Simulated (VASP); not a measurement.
# In3Sb (Pm-3m) in VASP: single point with PBEsol

Aim: the single point of In3Sb with PBEsol.

Program: VASP 6.6.1. These are calculated values, not measurements. Logs are shortened: lines on timing, memory, paths and dates and some standing lists are left out, and cuts for length are marked.

## 1. The structure

The structure is cubic, space group Pm-3m (No. 221). Conventional cell: a = 4.837 Å, b = 4.837 Å, c = 4.837 Å, α = 90.00°, β = 90.00°, γ = 90.00°. In (site symmetry 4/mmm) is surrounded by 8 In at 3.42 Å and 4 Sb at 3.42 Å. Sb (site symmetry m-3m) has 12 In at 3.42 Å as nearest neighbours.

The cell comes from a database or a generator and needn't be the stable form of this composition.

## 2. Single point, PBEsol

The input, INCAR:

```
SYSTEM = In3Sb
  PREC = Accurate
  ENCUT = 520
  EDIFF = 1E-6
  ISMEAR = -1
  SIGMA = 0.01
  LREAL = .FALSE.
  LASPH = .TRUE.
  NELM = 100
  ALGO = Normal
  ISIF = 2
  LWAVE = .FALSE.
  LCHARG = .TRUE.
  GGA = PS
  LELF = .TRUE.
  LVHAR = .TRUE.
  NBANDS = 30
```

The input, KPOINTS:

```
regular mesh
0
G
  3 3 3
  0 0 0
```

The input, POSCAR:

```
In3Sb
1.0
    4.8369620000      0.0000000000      0.0000000000
    0.0000000000      4.8369620000      0.0000000000
    0.0000000000      0.0000000000      4.8369620000
In Sb
3 1
Direct
    0.5000000000      0.5000000000      0.0000000000
    0.5000000000      0.0000000000      0.5000000000
    0.0000000000      0.5000000000      0.5000000000
    0.0000000000      0.0000000000      0.0000000000
```

Potentials or basis: VASP PAW PBE potentials, release 64 (In_d, Sb).

Launch:

```
$ cat potpaw_PBE.64/In_d/POTCAR potpaw_PBE.64/Sb/POTCAR > POTCAR
$ mpirun -np 1 vasp_std > vasp.out
```

OUTCAR:

```text
SYSTEM = In3Sb
   PREC = Accurate
   ENCUT = 520
   EDIFF = 1E-6
   ISMEAR = -1
   LREAL = .FALSE.
   LASPH = .TRUE.
   NELM = 100
   ISIF = 2
   GGA = PS

 ion  position               nearest neighbor table
   1  0.500  0.500  0.000-   2 3.42   3 3.42   4 3.42   2 3.42   3 3.42   2 3.42   4 3.42   2 3.42
                             3 3.42   4 3.42   3 3.42   4 3.42
   2  0.500  0.000  0.500-   1 3.42   3 3.42   4 3.42   1 3.42   4 3.42   1 3.42   3 3.42   1 3.42
                             3 3.42   4 3.42   4 3.42   3 3.42
   3  0.000  0.500  0.500-   1 3.42   2 3.42   4 3.42   1 3.42   4 3.42   2 3.42   4 3.42   4 3.42
                             1 3.42   2 3.42   1 3.42   2 3.42
   4  0.000  0.000  0.000-   1 3.42   2 3.42   3 3.42   2 3.42   3 3.42   1 3.42   3 3.42   3 3.42
                             1 3.42   2 3.42   2 3.42   1 3.42

  LATTYP: Found a simple cubic cell.
 ALAT       =     4.8369620000

  Lattice vectors:

 A1 = (   4.8369620000,   0.0000000000,   0.0000000000)
 A2 = (   0.0000000000,   4.8369620000,   0.0000000000)
 A3 = (   0.0000000000,   0.0000000000,   4.8369620000)

Analysis of symmetry for initial positions (statically):
=====================================================================
 Subroutine PRICEL returns:
 Original cell was already a primitive cell.

 Routine SETGRP: Setting up the symmetry group for a
 simple cubic supercell.

 Subroutine GETGRP returns: Found 48 space group operations
 (whereof 48 operations were pure point group operations)
 out of a pool of 48 trial point group operations.

The static configuration has the point symmetry O_h .

Analysis of symmetry for dynamics (positions and initial velocities):
=====================================================================
 Subroutine PRICEL returns:
 Original cell was already a primitive cell.

 Routine SETGRP: Setting up the symmetry group for a
 simple cubic supercell.

 Subroutine GETGRP returns: Found 48 space group operations
 (whereof 48 operations were pure point group operations)
 out of a pool of 48 trial point group operations.

The dynamic configuration has the point symmetry O_h .

 Subroutine INISYM returns: Found 48 space group operations
 (whereof 48 operations are pure point group operations),
 and found     1 'primitive' translations

----------------------------------------------------------------------------------------

                                     Primitive cell

  volume of cell :     113.1665

  direct lattice vectors                    reciprocal lattice vectors
     4.836962000  0.000000000  0.000000000     0.206741339  0.000000000  0.000000000
     0.000000000  4.836962000  0.000000000     0.000000000  0.206741339  0.000000000
     0.000000000  0.000000000  4.836962000     0.000000000  0.000000000  0.206741339

  length of vectors
     4.836962000  4.836962000  4.836962000     0.206741339  0.206741339  0.206741339

  position of ions in fractional coordinates (direct lattice)
     0.500000000  0.500000000  0.000000000
     0.500000000  0.000000000  0.500000000
     0.000000000  0.500000000  0.500000000
     0.000000000  0.000000000  0.000000000

  ion indices of the primitive-cell ions
   primitive index   ion index
                 1           1
                 2           2
                 3           3
                 4           4

----------------------------------------------------------------------------------------

 KPOINTS: regular mesh

Automatic generation of k-mesh.
 Grid dimensions read from file:
 generate k-points for:    3    3    3

 Generating k-lattice:

  Cartesian coordinates                     Fractional coordinates (reciprocal lattice)
     0.068913780  0.000000000  0.000000000     0.333333333  0.000000000  0.000000000
     0.000000000  0.068913780  0.000000000     0.000000000  0.333333333  0.000000000
     0.000000000  0.000000000  0.068913780     0.000000000  0.000000000  0.333333333

  Length of vectors
     0.068913780  0.068913780  0.068913780

  Shift w.r.t. Gamma in fractional coordinates (k-lattice)
     0.000000000  0.000000000  0.000000000

 Subroutine IBZKPT returns following result:
 ===========================================

 Found      4 irreducible k-points:

 Following reciprocal coordinates:
            Coordinates               Weight
  0.000000  0.000000  0.000000      1.000000
  0.333333  0.000000  0.000000      6.000000
  0.333333  0.333333  0.000000     12.000000
  0.333333  0.333333  0.333333      8.000000
   k-points           NKPTS =      4   k-points in BZ     NKDIM =      4   number of bands    NBANDS=     30
   number of dos      NEDOS =    301   number of ions     NIONS =      4
   total plane-waves  NPLWV =  46656
   dimension x,y,z NGX =    36 NGY =   36 NGZ =   36
   dimension x,y,z NGXF=    72 NGYF=   72 NGZF=   72
   ions per type =               3   1
   NGX,Y,Z   is equivalent  to a cutoff of  12.37, 12.37, 12.37 a.u.
   NGXF,Y,Z  is equivalent  to a cutoff of  24.75, 24.75, 24.75 a.u.
 SYSTEM =  In3Sb
   PREC   = accura    normal or accurate (medium, high low for compatibility)
   ISTART =      0    job   : 0-new  1-cont  2-samecut
   ICHARG =      2    charge: 1-file 2-atom 10-const
   ISPIN  =      1    spin polarized calculation?
   LNONCOLLINEAR =      F non collinear calculations
   LSORBIT =      F    spin-orbit coupling
   LASPH  =      T    aspherical Exc in radial PAW
   ENCUT  =  520.0 eV  38.22 Ry    6.18 a.u.   8.99  8.99  8.99*2*pi/ulx,y,z
   NELM   =    100;   NELMIN=  2; NELMDL= -5     # of ELM steps
   EDIFF  = 0.1E-05   stopping-criterion for ELM
   LREAL  =      F    real-space projection
   EDIFFG = 0.1E-04   stopping-criterion for IOM
   NSW    =      0    number of steps for IOM
   IBRION =     -1    ionic relax: 0-MD 1-quasi-New 2-CG
   NFREE  =      0    steps in history (QN), initial steepest desc. (CG)
   ISIF   =      2    stress and relaxation
   ISYM   =      2    0-nonsym 1-usesym 2-fastsym
   POTIM  = 0.5000    time-step for ionic-motion
   TEBEG  =    0.0;   TEEND  =   0.0 temperature during run
   PSTRESS=    0.0 pullay stress
   NELECT =      44.0000    total number of electrons
   NUPDOWN=      -1.0000    fix difference up-down
   EMIN   =  10.00;   EMAX   =-10.00  energy-range for DOS
   EFERMI =   0.00;   METHOD = LEGACY
   ISMEAR =    -1;   SIGMA  =   0.01  broadening in eV -4-tet -1-fermi 0-gaus
   EFERMI_NEDOS =   21; number of points for ismear=-14 and -15
   IALGO  =     38    algorithm
   IMIX   =      4    mixing-type and parameters
     AMIX     =   0.40;   BMIX     =  1.00
     AMIX_MAG =   1.60;   BMIX_MAG =  1.00
  volume/ion in A,a.u.               =      28.29       190.92
  Fermi-wavevector in a.u.,A,eV,Ry     =   1.194867  2.257972 19.425148  1.427708
  Thomas-Fermi vector in A             =   2.330847
   LORBIT       =      0    0 simple, 1 ext, 2 COOP (PROOUT), +10 PAW based schemes
   GGA     = PS    functional components
   LHFCALC =     F    Hartree Fock is set to
   AEXX    =    0.0000 exact exchange contribution
   IVDW    =     0    specifies the selected vdW correction
   LEPSILON=     F    determine dielectric tensor
   LRPA    =     F    only Hartree local field effects (RPA)
 non-spin polarized calculation
  energy-cutoff  :      520.00
  volume of cell :      113.17
 maximum number of plane-waves:      3058
 NGX is ok and might be reduce to    36
   NGX = 17   NGY = 17   NGZ = 17

 number of electron      43.9999994 magnetization

 Free energy of the ion-electron system (eV)
  ---------------------------------------------------
  ext. energy  EPLUGINS =         0.00000000
  ---------------------------------------------------
  free energy    TOTEN  =       -13.18538332 eV

  energy without entropy =      -13.18108909  energy(sigma->0) =      -13.18323620

 E-fermi :   7.1121     XC(G=0): -10.0442

 val. band max:        7.0963063960   @ k =   0.3333   0.3333   0.0000
 cond. band min:       7.1592090050   @ k =   0.3333   0.0000   0.0000
 fundamental gap:      0.0629026091
 Fermi energy:         7.1120836627

 k-point     1 :       0.0000    0.0000    0.0000
  band No.  band energies     occupation
      1      -7.8057      2.00000
      2      -7.7982      2.00000
      3      -7.7982      2.00000
      4      -7.7982      2.00000
      5      -7.6569      2.00000
      6      -7.6569      2.00000
[... 22 lines left out ...]
     29      12.7053      0.00000
     30      13.1823      0.00000

 k-point     2 :       0.3333    0.0000    0.0000
  band No.  band energies     occupation
      1      -7.7859      2.00000
      2      -7.7368      2.00000
      3      -7.7091      2.00000
      4      -7.7091      2.00000
      5      -7.6471      2.00000
      6      -7.6017      2.00000
[... 22 lines left out ...]
     29      13.2859      0.00000
     30      13.2956      0.00000

 k-point     3 :       0.3333    0.3333    0.0000
  band No.  band energies     occupation
      1      -7.7208      2.00000
      2      -7.7187      2.00000
      3      -7.6759      2.00000
      4      -7.6584      2.00000
      5      -7.6467      2.00000
      6      -7.6117      2.00000
[... 22 lines left out ...]
     29      11.1194      0.00000
     30      11.4497      0.00000

 k-point     4 :       0.3333    0.3333    0.3333
  band No.  band energies     occupation
      1      -7.7370      2.00000
      2      -7.6934      2.00000
      3      -7.6934      2.00000
      4      -7.6876      2.00000
      5      -7.6430      2.00000
      6      -7.6430      2.00000
[... 22 lines left out ...]
     29      12.9910      0.00000
     30      14.2695      0.00000

------------------------ aborting loop because EDIFF is reached ----------------------------------------

  FORCE on cell =-STRESS in cart. coord.  units (eV):
  Direction    XX          YY          ZZ          XY          YZ          ZX
  --------------------------------------------------------------------------------------
  -------------------------------------------------------------------------------------
  Total       -1.1524315     -1.1524315     -1.1524315      0.0000000     -0.0000000      0.0000000
  in kB      -16.3157733    -16.3157733    -16.3157733      0.0000000     -0.0000000      0.0000000
  external PRESSURE =     -16.3157733 kB  Pullay stress =       0.0000000 kB

 VOLUME and BASIS-vectors are now :
 -----------------------------------------------------------------------------
  energy-cutoff  :      520.00
  volume of cell :      113.17
      direct lattice vectors                 reciprocal lattice vectors
     4.836962000  0.000000000  0.000000000     0.206741339  0.000000000  0.000000000
     0.000000000  4.836962000  0.000000000     0.000000000  0.206741339  0.000000000
     0.000000000  0.000000000  4.836962000     0.000000000  0.000000000  0.206741339

 POSITION                                       TOTAL-FORCE (eV/Angst)
 -----------------------------------------------------------------------------------
      2.41848      2.41848      0.00000         0.000000      0.000000      0.000000
      2.41848      0.00000      2.41848         0.000000      0.000000      0.000000
      0.00000      2.41848      2.41848         0.000000      0.000000      0.000000
      0.00000      0.00000      0.00000         0.000000      0.000000      0.000000
 -----------------------------------------------------------------------------------
    total drift:                                0.000000      0.000000      0.000000

  FREE ENERGIE OF THE ION-ELECTRON SYSTEM (eV)
  ---------------------------------------------------
  free  energy   TOTEN  =       -13.1853833178 eV

  energy  without entropy=      -13.1810890909  energy(sigma->0) =      -13.18323620
```

Wall time 7.4 s (1 thread of Intel Xeon 6975P-C (Granite Rapids), shared host); peak memory 0.2 GiB.

What came out:

```
Free energy            : -13.1854 eV
Pressure               : -1.6 GPa
Band gap on the k mesh : none (metal or under the smearing width)
```

Caveat: the k mesh is coarse (spacing up to 0.43 Å⁻¹), so the values aren't converged; the PAW data sets were made with another functional, which shifts forces and pressure a little.
